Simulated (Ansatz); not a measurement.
# TiAl₃ films: biaxial stress and wafer bow

Plane-wave DFT in Ansatz, PBE, scalar-relativistic PAW potentials, cutoff 420 eV, no spin-orbit coupling; no spin polarisation. TiAl₃ in space group I4/mmm, strained equally along a and b of the conventional cell, with c and the atoms relaxed within the symmetry (a film with c along the normal). Stress is the in-plane mean, tension positive.

| strain (%) | stress (GPa) | E − E(0) (meV/atom) |
| --- | --- | --- |
| -3.0 | -9.12 | 25.3 |
| -2.0 | -5.76 | 10.8 |
| -1.0 | ? | 2.5 |
| +0.0 | 0.05 | 0.0 |
| +1.0 | 2.53 | 2.7 |
| +2.0 | 4.72 | 10.2 |
| +3.0 | 6.64 | 21.9 |

**Question.** Fit the stress, get the biaxial modulus and predict the missing row.

**Answer.** A parabola through the given rows is σ = 0.05 + 2.625 ε -0.1433 ε² GPa (ε in %), so M = dσ/dε = 262 GPa at zero. It predicts -2.72 GPa at -1.0 %; the run gave -2.71 GPa. The miss is 0.01 GPa, so the fit holds. The negative square term means that the film is stiffer in compression than in tension. The energies check it: E/V = Mε² at small strain, and a cubic fit with V = 15.94 Å³/atom gives M = 264 GPa, in agreement.

**Question.** How much does a 20 nm film at +0.2 % strain bow a 300 mm Si(001) wafer 775 μm thick?

**Answer.** The fit, without its small constant, gives σ = 0.52 GPa. Stoney's formula, κ = 6σt_f/(M_s t_s²) with M_s = 180.5 GPa for Si(001) (literature), gives |κ| = 0.58×10⁻³ m⁻¹ and a bow κr²/2 = 6.5 μm at r = 150 mm, with the film side concave (tension pulls the edges up). This assumes a single-crystal or fully textured, unrelaxed film at 0 K.

The cell has no gap in any row, so the stresses hang on mesh and smearing.

Cost: about 2.9 core-minutes for the runs cited, on Intel Xeon 6975P-C (Granite Rapids) (shared hosts).

Equal strains cost more stress in compression than in tension, -9.12 against 6.64 GPa at the ends of the range. This is ordinary bond anharmonicity: short-range repulsion climbs steeply as the in-plane contacts shorten, while stretched bonds lose restoring force, and relaxation of c relieves only part of the load. The energies show the same asymmetry at the two larger strains but not at one per cent, where compression costs 2.5 and tension 2.7 meV/atom. There the cubic term is tiny, so the reversal probably reflects the small residual stress and numerical scatter rather than a change in bonding.

The modulus is well above that of elemental aluminium, as expected for a trialuminide in which directional Ti d–Al p hybridisation adds to the metallic bonding. At the strain assumed for the wafer the response is almost linear, so the bow scales with the product of strain and film thickness. That strain is an input, however, and in a real film it would be set by growth, thermal mismatch and the volume change if the aluminide forms by reaction.
